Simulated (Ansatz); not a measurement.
Input of an Ansatz 0.2.0 run:

The input input.yaml:

```yaml
crystal:
  lattice:
    - [0.0, 2.56477, 2.56477]
    - [2.56477, 0.0, 2.56477]
    - [2.56477, 2.56477, 0.0]
  atoms:
    - { symbol: Cl, position: [0.5, 0.5, 0.5] }
    - { symbol: Li, position: [0.0, 0.0, 0.0] }
kpoints:
  mp_grid: { grid: [9, 9, 9] }
scf:
  occupations: { method: gaussian, width: 0.015 }
hamiltonian:
  xc: pbe
  pseudopotentials: { kind: all_electron, lapw: { basis_error: 0.001 } }
output:
  forces: true
  stress: true
  eigenvalues: true
```

Potentials or basis: all-electron LAPW, scalar-relativistic.

The run is started by

```bash
$ ansatz run input.yaml --threads 1 --pin off --max-ram 3072MiB --backend cpu --events-out ev --progress --plain --runs-dir out
```

Estimate the pressure.

0.4 GPa.

Predict the band gap on the k mesh.

6.33 eV, direct.

Caveat: an odd mesh through Γ misses points on the zone boundary, where band edges often lie.
